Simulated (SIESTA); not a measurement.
Crystal: SnSe.

```
Sn Se
1.0
    11.42000    0.00000    0.00000
     0.00000    4.19000    0.00000
     0.00000    0.00000    4.46000
Sn Se
4 4
Direct
  0.87700 0.75000 0.90900
  0.62300 0.25000 0.40900
  0.37700 0.75000 0.59100
  0.12300 0.25000 0.09100
  0.64300 0.75000 0.98400
  0.85700 0.25000 0.48400
  0.14300 0.75000 0.51600
  0.35700 0.25000 0.01600
```

Base run:

- Program: SIESTA 5.4.2
- Functional: PBE
- Potentials or basis: PseudoDojo 0.4 standard (PBE files)
- Basis: SZ (energy shift 0.002 Ry)
- Grid cutoff: 500 Ry
- Energy shift: 0.002 Ry
- k mesh: 3 × 6 × 6
- Occupations: fermi-dirac, width 0.05 eV
- Spin: no spin polarisation

Its results: band gap on the k mesh 0.65 eV, indirect (least direct gap 0.86 eV); pressure 9.9 GPa; largest force 1.555 eV/Å.

The run is repeated on the same cell with these changes: basis from SZ (energy shift 0.002 Ry) to DZ (energy shift 0.01 Ry); energy shift from 0.002 Ry to 0.01 Ry. What comes out?

Band gap on the k mesh 0.60 eV, indirect (least direct gap 0.73 eV); pressure 2.0 GPa; largest force 0.985 eV/Å.

Caveats: the basis has no polarisation orbitals; spin-orbit coupling is left out, which moves the levels of the heavy elements; the basis of atomic orbitals isn't converged, which shifts pressures, moduli and gaps; forces of over 1 eV/Å show positions far from the minimum, so gaps and moduli don't describe the material at rest (some runs); semicore shells carry a single zeta, which can move pressures by several GPa and volumes by a few percent (some runs).
